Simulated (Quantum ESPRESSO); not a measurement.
# NaCl: relaxation of cell and atoms with RPBE

NaCl:

```
Cl Na
1.0
     3.50219    0.00000    0.00000
     0.00000    3.50219    0.00000
     0.00000    0.00000    3.50219
Cl Na
1 1
Cartesian
  1.7511 1.7511 1.7511
  0.0000 0.0000 0.0000
```

Measurements of this composition are mostly on another form, of space group No. 225.

```
Program             : Quantum ESPRESSO 7.5
Task                : relaxation of cell and atoms
Functional          : RPBE
Potentials or basis : PseudoDojo 0.4.1 SR PBE standard
Cutoff              : 1197 eV
Density cutoff      : 4789 eV
k mesh              : 8 × 8 × 8
Occupations         : fermi-dirac, width 0.05 eV
Spin                : no spin polarisation
ASE optimiser       : FIRE
Mixing beta         : 0.5
Most SCF iterations : 120
SCF threshold       : 4e-10 Ry
```

| Property | Result |
| --- | --- |
| Relaxed volume | 23.30 Å³/atom |
| Relaxed cell | a = 3.598 Å, b = 3.598 Å, c = 3.598 Å, α = 90.00°, β = 90.00°, γ = 90.00° |
| Space group after relaxing (to 0.05 Å) | Pm-3m (No. 221) |
| Energy gained by relaxing | 9.3 meV/atom |
| Ionic steps | 15 |
| Pressure after relaxing | -0.1 GPa |
| Band gap on the k mesh | 4.02 eV, indirect (least direct gap 4.44 eV) |

The path:
```tsv
step	energy change (eV)	largest force (eV/Å)	pressure (GPa)	volume (Å³)
1	0.0000	0.0000	1.91	42.96
2	-0.0019	0.0000	1.80	43.12
3	-0.0053	0.0000	1.58	43.44
4	-0.0095	0.0000	1.29	43.91
5	-0.0136	0.0000	0.94	44.50
6	-0.0167	0.0000	0.56	45.19
7	-0.0184	0.0000	0.18	45.94
8	-0.0184	0.0000	-0.18	46.72
9	-0.0184	0.0000	-0.18	46.71
10	-0.0184	0.0000	-0.18	46.70
11	-0.0184	0.0000	-0.17	46.69
12	-0.0185	0.0000	-0.16	46.67
13	-0.0185	0.0000	-0.15	46.65
14	-0.0185	0.0000	-0.14	46.62
15	-0.0185	0.0000	-0.13	46.60
```

Final structure:
```
CELL_PARAMETERS angstrom
3.59843 0.00000 0.00000
0.00000 3.59843 0.00000
0.00000 0.00000 3.59843
ATOMIC_POSITIONS crystal
Cl 0.50000 0.50000 0.50000
Na 0.00000 0.00000 0.00000
```

Levels at points of the mesh, in eV from the valence-band top:
```tsv
k point	band 4	band 5	band 6	band 7	band 8	band 9	band 10	band 11	band 12	band 13
(0.00, 0.00, 0.00)	-22.30	-13.09	-0.42	-0.42	-0.42	4.02	8.82	8.82	15.20	15.20
(0.00, 0.00, -0.50)	-22.29	-12.81	-2.52	-0.21	-0.21	6.93	8.27	10.57	11.69	11.69
(0.00, -0.50, -0.50)	-22.29	-12.60	-1.94	-1.94	0.00	5.78	9.87	10.77	10.77	12.48
(-0.50, -0.50, -0.50)	-22.31	-12.38	-1.58	-1.58	-1.58	7.33	7.33	7.33	11.30	15.40
```

It took 5.9 min on 1 thread of Arm Neoverse V2, on a shared host, peak memory 0.09 GiB.

Caveat: the potentials were made for another functional, which shifts forces and pressure. A k mesh can miss the band edges.
